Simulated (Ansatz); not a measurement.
A 2-atom cell of CaO from a published structure, relaxed with r2SCAN: it is cubic, Fm-3m (No. 225); a = 4.795 Å in the conventional setting, 13.78 Å³ an atom. Ca is surrounded by 6 O at 2.40 Å; O is surrounded by 6 Ca at 2.40 Å. One-shot G0W0@PBE in the PAW code Ansatz on a 6×6×6 mesh (contour deformation, no spin-orbit coupling), from a PBE gap of 3.653 eV over the mesh points (the G0W0 gap is indirect on the mesh); the number N of bands summed and the screening cutoff rise together. Spin-unpolarised calculation; the starting structure is a published one, and the numbers are computed.

```csv
N,cutoff (eV),1000/N,G0W0 gap (eV)
70,100,14.286,5.732
159,180,6.289,5.902
```

Problem. Lay a straight line in 1000/N through these rows.

Solution. The slope is -0.0213 eV per unit of 1000/N and the intercept 6.036 eV.

Problem. Predict the gap at N = 301 (260 eV).

Solution. 6.036 + (-0.0213) × 3.322 = 5.965 eV; the run gives 6.000 eV, +0.035 eV from the line.

Problem. With that run's result added, what limit do the last two rows suggest?

Solution. Their slope is (6.000 − 5.902)/(3.322 − 6.289) = -0.0330, which meets 1/N = 0 at 6.11 eV, against 6.036 eV from the first line. The slope steepens, so 1/N isn't yet asymptotic and the true limit probably lies higher still; the k mesh isn't extrapolated.
